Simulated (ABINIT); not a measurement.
## Beyond one shot: AlAs (F-43m)

Wanted: G0W0 and self-consistent gaps of AlAs (F-43m), with the cost of the cycles.

Main program and level: ABINIT 10.8.3; PBE and many-body steps on it, plane waves.

**The experiments to reproduce.**

- Gap 3.018 eV: lowest direct gap at Gamma; earlier measurement quoted from literature, technique not stated; 300 K; bulk crystal (pure AlAs, literature value used as model input) (quoted in “Simultaneous Measurement of Mid-Infrared Refractive Indices in Thin-Film Heterostructures: Methodology and Results for GaAs/AlGaAs”, 2023, arxiv:2301.08293).

This is a report of a sequence of runs, with most program output left out.

## Step 1: The structure

The structure is cubic, space group F-43m (No. 216). The conventional cell has a = 5.661 Å, b = 5.661 Å, c = 5.661 Å, α = 90.00°, β = 90.00°, γ = 90.00°. Nearest to Al lie 4 As at 2.45 Å. As has 4 Al at 2.45 Å nearest. Farther neighbours are not listed.

The cell and positions come from the Crystallography Open Database and are kept as given unless a step says otherwise.

## Step 2: Empty states on the mesh, 4×4×4 mesh, 139 bands

This step: ABINIT 10.8.3; DFT, PBE, plane waves, norm-conserving pseudopotentials.

The sums over transitions need many empty states on a uniform mesh; this step solves for them.

Input file run.abi:

```
acell 3*1.0 Angstrom
rprim 
  0.000000000000 2.830400000000 2.830400000000
  2.830400000000 0.000000000000 2.830400000000
  2.830400000000 2.830400000000 -0.000000000000
ntypat 2
znucl 13 33
natom 2
typat 1 2
xred 
  0.000000000000 0.000000000000 0.000000000000
  0.250000000000 0.250000000000 0.250000000000
pp_dirpath "pseudos"
pseudos "Al.upf, As.upf"
ecut 44
ngkpt 4 4 4
nshiftk 1
shiftk 0 0 0
kptopt 1
chksymbreak 0
irdden 1
istwfk *1
nband 139
prtvol 0
optdriver 6
gwr_task "HDIAGO"
paral_kgb 0
occopt 1
indata_prefix "in"
outdata_prefix "out"
tmpdata_prefix "tmp"
```

The run is started by

```bash
OMP_NUM_THREADS=1 mpirun -n 4 abinit run.abi > log
```

The job ended after 1.7 min (4 MPI ranks of Arm Neoverse V1, shared host; peak memory 4.2 GiB; 6.9 min of CPU time).

This step gave:

```
gap                                                           : 1.436 eV
k of the valence top                                          : 0, 0, 0
k of the conduction bottom                                    : 0.5, 0.5, 0
least direct gap                                              : 2.044 eV
k points computed                                             : 8
lowest point of the top converged band, above the valence top : 97.0459 eV
```

On this mesh the gap is 1.436 eV.

The density comes from a self-consistent run that is not shown.

## Step 3: Screening, 4×4×4 mesh, 131 bands, screening to 163.3 eV

The RPA dielectric matrix is built and inverted for each q.

This step: RPA screening on PBE, plane waves, norm-conserving pseudopotentials.

Edit run.abi of step 2 so:

```diff
@@ -20,10 +20,11 @@
 chksymbreak 0
-irdden 1
 istwfk *1
-nband 139
-prtvol 0
-optdriver 6
-gwr_task "HDIAGO"
-paral_kgb 0
 occopt 1
+irdwfk 1
+optdriver 3
+nband 131
+ecuteps 6
+inclvkb 2
+awtr 1
+symchi 1
 indata_prefix "in"
```

Wall time 37 s (4 MPI ranks); peak memory 1.1 GiB; 2.5 min of CPU time.

Numbers from this step:

```yaml
eps_infinity_with_local_fields_on_this_mesh_along_the_program_s_q_direction: 14.22
the_same_without_local_fields: 15.96
plasma_frequency: 28.12 eV
plane_waves_in_the_screening_matrix: 181
```

Local fields lower ε∞ by 11 %. On a Γ-centred mesh this coarse the value itself is usually too large, while a short band sum pulls it down.

## Step 4: G0W0

The self-energy is evaluated for the states that the input lists, and the levels follow from it, in one-shot runs by the linearised quasiparticle equation.

This step: G0W0 on PBE, plane waves, norm-conserving pseudopotentials.

Edit run.abi of step 3 so:

```diff
@@ -23,8 +23,17 @@
 irdwfk 1
-optdriver 3
+optdriver 4
 nband 131
+gwcalctyp 0
+ecutsigx 44
+symsigma 1
+nkptgw 2
+kptgw 
+  0.0000000000 0.0000000000 0.0000000000
+  0.5000000000 0.5000000000 0.0000000000
+bdgw 
+  11 17
+  12 15
 ecuteps 6
-inclvkb 2
-awtr 1
-symchi 1
+irdscr 1
+ppmodel 1
 indata_prefix "in"
```

Run time: 9.9 s. Hardware: 4 MPI ranks; peak memory 1 GiB.

Numbers from this step:

| Item | Value |
| --- | --- |
| G0W0 gap on the points computed | 1.926 eV |
| starting gap on the mesh | 1.436 eV |
| k of the valence top | 0, 0, 0 |
| k of the conduction bottom | 0.5, 0.5, 0 |
| Z at the valence top | 0.786 |
| Z at the conduction bottom | 0.803 |
| least direct G0W0 gap on the computed points | 2.787 eV |

The gap on the mesh goes from 1.44 eV to 1.93 eV, a correction of +0.49 eV.

## Step 5: evGW0, cycle 1

This step: evGW0 on PBE, plane waves, norm-conserving pseudopotentials.

Edit run.abi of step 4 so:

```diff
@@ -25,12 +25,24 @@
 nband 131
-gwcalctyp 0
+gwcalctyp 10
 ecutsigx 44
 symsigma 1
-nkptgw 2
+nkptgw 8
 kptgw 
   0.0000000000 0.0000000000 0.0000000000
+  0.2500000000 0.0000000000 0.0000000000
+  0.5000000000 0.0000000000 0.0000000000
+  0.2500000000 0.2500000000 0.0000000000
+  0.5000000000 0.2500000000 0.0000000000
+  -0.2500000000 0.2500000000 0.0000000000
   0.5000000000 0.5000000000 0.0000000000
+  -0.2500000000 0.5000000000 0.2500000000
 bdgw 
   11 17
-  12 15
+  11 17
+  11 17
+  11 17
+  11 17
+  11 17
+  11 17
+  11 17
 ecuteps 6
```

Wall time 73 s (4 MPI ranks); peak memory 1.1 GiB; 4.9 min of CPU time.

This step gave:

```
quasiparticle gap on the mesh                         : 2.062 eV
gap of the density functional on the mesh             : 1.436 eV
k of the valence top                                  : 0, 0, 0
k of the conduction bottom                            : 0.5, 0.5, 0
Z at the valence top                                  : 0.786
Z at the conduction bottom                            : 0.803
least direct quasiparticle gap on the computed points : 2.987 eV
```

Against G0W0 in ABINIT (4×4×4 mesh, 131 bands, screening to 163.3 eV, Godby-Needs plasmon pole), the gap moves by +0.136 eV. This first cycle still uses the starting levels; it takes the full correction, at all points of the mesh, and its linearised value is 1.926 eV.

## Step 6: evGW0, cycle 2

The corrected levels of the last cycle go back in.

Edit run.abi of step 5 so:

```diff
@@ -50,2 +50,3 @@
 ppmodel 1
+irdqps 1
 indata_prefix "in"
```

Elapsed: 74 s, on 4 MPI ranks; peak memory 1.1 GiB; 4.9 min of CPU time.

This step gave:

| Property | Result |
| --- | --- |
| quasiparticle gap on the mesh | 2.006 eV |
| gap of the density functional on the mesh | 1.436 eV |
| k of the valence top | 0, 0, 0 |
| k of the conduction bottom | 0.5, 0.5, 0 |
| least direct quasiparticle gap on the computed points | 2.882 eV |

Against the cycle before, the gap moves by −0.056 eV.

## Step 7: evGW0, cycle 3

run.abi is that of step 6.

Wall time 73 s (4 MPI ranks); peak memory 1.1 GiB.

Numbers from this step:

```
quasiparticle gap on the mesh                         : 2.009 eV
gap of the density functional on the mesh             : 1.436 eV
k of the valence top                                  : 0, 0, 0
k of the conduction bottom                            : 0.5, 0.5, 0
least direct quasiparticle gap on the computed points : 2.892 eV
```

Against the cycle before, the gap moves by +0.003 eV.

## Step 8: Screening, 4×4×4 mesh, 131 bands, screening to 163.3 eV

This step: RPA screening on PBE, plane waves, norm-conserving pseudopotentials.

Input file run.abi:

```
acell 3*1.0 Angstrom
rprim 
  0.000000000000 2.830400000000 2.830400000000
  2.830400000000 0.000000000000 2.830400000000
  2.830400000000 2.830400000000 -0.000000000000
ntypat 2
znucl 13 33
natom 2
typat 1 2
xred 
  0.000000000000 0.000000000000 0.000000000000
  0.250000000000 0.250000000000 0.250000000000
pp_dirpath "pseudos"
pseudos "Al.upf, As.upf"
ecut 44
ngkpt 4 4 4
nshiftk 1
shiftk 0 0 0
kptopt 1
chksymbreak 0
istwfk *1
occopt 1
irdwfk 1
optdriver 3
nband 131
ecuteps 6
inclvkb 2
awtr 1
symchi 1
gwcalctyp 10
mbpt_sciss 0.852 eV
nqptdm 1
qptdm 
  0 0 0
indata_prefix "in"
outdata_prefix "out"
tmpdata_prefix "tmp"
```

Elapsed: 8.4 s, on 4 MPI ranks; peak memory 0.86 GiB; 33 s of CPU time.

This step gave:

```
ε∞ with local fields, on this mesh, along the program's q direction : 11.78
the same without local fields                                       : 13.08
plasma frequency                                                    : 28.12 eV
plane waves in the screening matrix                                 : 181
```

This screening uses the functional's bands under a rigid shift, the mean opening of the cycle before.

## Step 9: Screening, 4×4×4 mesh, 131 bands, screening to 163.3 eV

This step: RPA screening on PBE from quasiparticle energies, plane waves, norm-conserving pseudopotentials.

Edit run.abi of step 8 so:

```diff
@@ -29,7 +29,13 @@
 symchi 1
+irdqps 1
 gwcalctyp 10
-mbpt_sciss 0.852 eV
-nqptdm 1
+nqptdm 7
 qptdm 
-  0 0 0
+  0.2500000000 0.0000000000 0.0000000000
+  0.5000000000 0.0000000000 0.0000000000
+  0.2500000000 0.2500000000 0.0000000000
+  0.5000000000 0.2500000000 0.0000000000
+  -0.2500000000 0.2500000000 0.0000000000
+  0.5000000000 0.5000000000 0.0000000000
+  -0.2500000000 0.5000000000 0.2500000000
 indata_prefix "in"
```

Input file mrgscr.stdin:

```
2
merged
q0_SCR
out_SCR
1
```

The run is started by

```bash
OMP_NUM_THREADS=1 mpirun -n 4 abinit run.abi > log; mrgscr < mrgscr.stdin
```

Wall time 32 s (4 MPI ranks); peak memory 1.1 GiB.

This step gave:

```yaml
plasma_frequency: 28.12 eV
plane_waves_in_the_screening_matrix: 181
```

This screening reads the quasiparticle levels of the cycle before.

## Step 10: evGW, cycle 1

This step: evGW on PBE, plane waves, norm-conserving pseudopotentials.

Edit run.abi of step 9 so:

```diff
@@ -23,12 +23,10 @@
 irdwfk 1
-optdriver 3
+optdriver 4
 nband 131
-ecuteps 6
-inclvkb 2
-awtr 1
-symchi 1
-irdqps 1
 gwcalctyp 10
-nqptdm 7
-qptdm 
+ecutsigx 44
+symsigma 1
+nkptgw 8
+kptgw 
+  0.0000000000 0.0000000000 0.0000000000
   0.2500000000 0.0000000000 0.0000000000
@@ -40,2 +38,15 @@
   -0.2500000000 0.5000000000 0.2500000000
+bdgw 
+  11 17
+  11 17
+  11 17
+  11 17
+  11 17
+  11 17
+  11 17
+  11 17
+ecuteps 6
+irdscr 1
+ppmodel 1
+irdqps 1
 indata_prefix "in"
```

The run is started by

```bash
OMP_NUM_THREADS=1 mpirun -n 4 abinit run.abi > log
```

The job ended after 73 s (4 MPI ranks; peak memory 1.1 GiB; 4.9 min of CPU time).

Numbers from this step:

- quasiparticle gap on the mesh: 2.142 eV
- gap of the density functional on the mesh: 1.436 eV
- k of the valence top: 0, 0, 0
- k of the conduction bottom: 0.5, 0.5, 0
- least direct quasiparticle gap on the computed points: 3.023 eV

Against G0W0 in ABINIT (4×4×4 mesh, 131 bands, screening to 163.3 eV, Godby-Needs plasmon pole), the gap moves by +0.216 eV.

## Step 11: Screening, 4×4×4 mesh, 131 bands, screening to 163.3 eV

This step: RPA screening on PBE, plane waves, norm-conserving pseudopotentials.

Input file run.abi:

```
acell 3*1.0 Angstrom
rprim 
  0.000000000000 2.830400000000 2.830400000000
  2.830400000000 0.000000000000 2.830400000000
  2.830400000000 2.830400000000 -0.000000000000
ntypat 2
znucl 13 33
natom 2
typat 1 2
xred 
  0.000000000000 0.000000000000 0.000000000000
  0.250000000000 0.250000000000 0.250000000000
pp_dirpath "pseudos"
pseudos "Al.upf, As.upf"
ecut 44
ngkpt 4 4 4
nshiftk 1
shiftk 0 0 0
kptopt 1
chksymbreak 0
istwfk *1
occopt 1
irdwfk 1
optdriver 3
nband 131
ecuteps 6
inclvkb 2
awtr 1
symchi 1
gwcalctyp 10
mbpt_sciss 0.999 eV
nqptdm 1
qptdm 
  0 0 0
indata_prefix "in"
outdata_prefix "out"
tmpdata_prefix "tmp"
```

Run time: 8.4 s. Hardware: 4 MPI ranks; peak memory 0.86 GiB.

This step gave:

```yaml
eps_infinity_with_local_fields_on_this_mesh_along_the_program_s_q_direction: 11.45
the_same_without_local_fields: 12.69
plasma_frequency: 28.12 eV
plane_waves_in_the_screening_matrix: 181
```

This screening uses the functional's bands under a rigid shift, the mean opening of the cycle before.

## Step 12: Screening, 4×4×4 mesh, 131 bands, screening to 163.3 eV

This step: RPA screening on PBE from quasiparticle energies, plane waves, norm-conserving pseudopotentials.

Edit run.abi of step 11 so:

```diff
@@ -29,7 +29,13 @@
 symchi 1
+irdqps 1
 gwcalctyp 10
-mbpt_sciss 0.999 eV
-nqptdm 1
+nqptdm 7
 qptdm 
-  0 0 0
+  0.2500000000 0.0000000000 0.0000000000
+  0.5000000000 0.0000000000 0.0000000000
+  0.2500000000 0.2500000000 0.0000000000
+  0.5000000000 0.2500000000 0.0000000000
+  -0.2500000000 0.2500000000 0.0000000000
+  0.5000000000 0.5000000000 0.0000000000
+  -0.2500000000 0.5000000000 0.2500000000
 indata_prefix "in"
```

mrgscr.stdin is that of step 9.

The run is started by

```bash
OMP_NUM_THREADS=1 mpirun -n 4 abinit run.abi > log; mrgscr < mrgscr.stdin
```

Elapsed: 33 s, on 4 MPI ranks; peak memory 1.1 GiB; 2.2 min of CPU time.

Numbers from this step:

```yaml
plasma_frequency: 28.12 eV
plane_waves_in_the_screening_matrix: 181
```

This screening reads the quasiparticle levels of the cycle before.

## Step 13: evGW, cycle 2

This step: evGW on PBE, plane waves, norm-conserving pseudopotentials.

Edit run.abi of step 12 so:

```diff
@@ -23,12 +23,10 @@
 irdwfk 1
-optdriver 3
+optdriver 4
 nband 131
-ecuteps 6
-inclvkb 2
-awtr 1
-symchi 1
-irdqps 1
 gwcalctyp 10
-nqptdm 7
-qptdm 
+ecutsigx 44
+symsigma 1
+nkptgw 8
+kptgw 
+  0.0000000000 0.0000000000 0.0000000000
   0.2500000000 0.0000000000 0.0000000000
@@ -40,2 +38,15 @@
   -0.2500000000 0.5000000000 0.2500000000
+bdgw 
+  11 17
+  11 17
+  11 17
+  11 17
+  11 17
+  11 17
+  11 17
+  11 17
+ecuteps 6
+irdscr 1
+ppmodel 1
+irdqps 1
 indata_prefix "in"
```

The run is started by

```bash
OMP_NUM_THREADS=1 mpirun -n 4 abinit run.abi > log
```

Elapsed: 73 s, on 4 MPI ranks; peak memory 1.1 GiB.

This step gave:

```yaml
quasiparticle_gap_on_the_mesh: 2.152 eV
gap_of_the_density_functional_on_the_mesh: 1.436 eV
k_of_the_valence_top: 0, 0, 0
k_of_the_conduction_bottom: 0.5, 0.5, 0
least_direct_quasiparticle_gap_on_the_computed_points: 3.031 eV
```

Against the cycle before, the gap moves by +0.010 eV.

## Step 14: Side by side

Times are wall times on 4 MPI ranks of Arm Neoverse V1, shared host, good to a factor of about two. A run's time includes the screening step that it read.

| run | mesh | bands | screening cutoff (eV) | DFT gap (eV) | gap on the mesh (eV) | direct (eV) | ε∞ used | time |
| --- | --- | --- | --- | --- | --- | --- | --- | --- |
| G0W0 | 4×4×4 | 131 | 163.3 | 1.436 | 1.926 | 2.787 | 14.22 | 47 s |
| evGW0, cycle 1 | 4×4×4 | 131 | 163.3 | 1.436 | 2.062 | 2.987 | 14.22 | 1.8 min |
| evGW0, cycle 2 | 4×4×4 | 131 | 163.3 | 1.436 | 2.006 | 2.882 | 14.22 | 1.8 min |
| evGW0, cycle 3 | 4×4×4 | 131 | 163.3 | 1.436 | 2.009 | 2.892 | 14.22 | 1.8 min |
| evGW, cycle 1 | 4×4×4 | 131 | 163.3 | 1.436 | 2.142 | 3.023 | 11.78 | 1.9 min |
| evGW, cycle 2 | 4×4×4 | 131 | 163.3 | 1.436 | 2.152 | 3.031 | 11.45 | 1.9 min |

## Step 15: Results

```json
{
 "G0W0": "1.926 eV",
 "evGW0, cycle 1": "2.062 eV",
 "evGW0, cycle 2": "2.006 eV",
 "evGW0, cycle 3": "2.009 eV",
 "evGW, cycle 1": "2.142 eV",
 "evGW, cycle 2": "2.152 eV",
 "known limits": "not at the basis limit; no spin-orbit coupling; coarse k mesh"
}
```

In words: Only the bands that the input lists are updated; the others, empty or deep, keep the functional's energies or take a rigid shift. The evGW loop starts from the last levels of evGW0, so its cycles and time come on top of those. evGW0 ends at 2.01 eV, +0.08 eV from G0W0, after 3 cycles that took 3.7 min beside the first screening; the last moved the gap by 0.003 eV. evGW ends at 2.15 eV, +0.23 eV from G0W0, after 2 cycles that took 3.8 min beside the first screening; the last moved the gap by 0.010 eV. The first cycle of evGW0 takes the full correction, without the factor Z, so it overshoots the one-shot value. Against experiment, by evGW, cycle 2: the direct gap of 3.03 eV lies +0.01 eV from the measured 3.018 eV (direct, 300 K, quoted 2023). An exciton line or allowed optical edge lies below the quasiparticle gap by the binding energy; a forbidden edge can push the onset above it. These are gaps on the mesh, at modest bands and cutoff. The calculation has static nuclei and no excitons; a measured gap holds zero-point and thermal motion, which mostly lowers it. Bands and cutoff are finite, so the gap is not at the basis limit. The miss can reach some tenths of an eV and take either sign; the mesh is an error of its own. The 4×4×4 mesh is coarse for this cell, which bears on the long-range parts of exchange and screening. In the updated screening the q = 0 part is built from Kohn-Sham bands under a rigid shift, the other q from the quasiparticle levels. The many-body steps are scalar-relativistic: spin-orbit coupling is not in them.

[Paths, hosts, dates, memory and timing lines, banners, echoed tables and standing remarks are left out of the program output.]

[Logs are printed without paths, hosts, clocks, repeated set-up lines and the standing remarks that a program may print on its own settings, such as how far it seeks lower states.]

[Runs of the session that timed out or met a known fault of the program may be left out.]

[Hosts, paths, dates, database ids (printed as entryN), source tags and the programs' standing remarks are cut or masked in the printed files.]

[G0W0 gaps are taken among the corrected bands and points alone; a level outside them can change the order at an edge.]

[Where Ansatz stands beside ABINIT at settings called matched, ABINIT's density can come from a denser mesh and the files from another edition; pairs whose starting gaps differed by over 0.03 eV were left out, so agreement reads better than it is.]
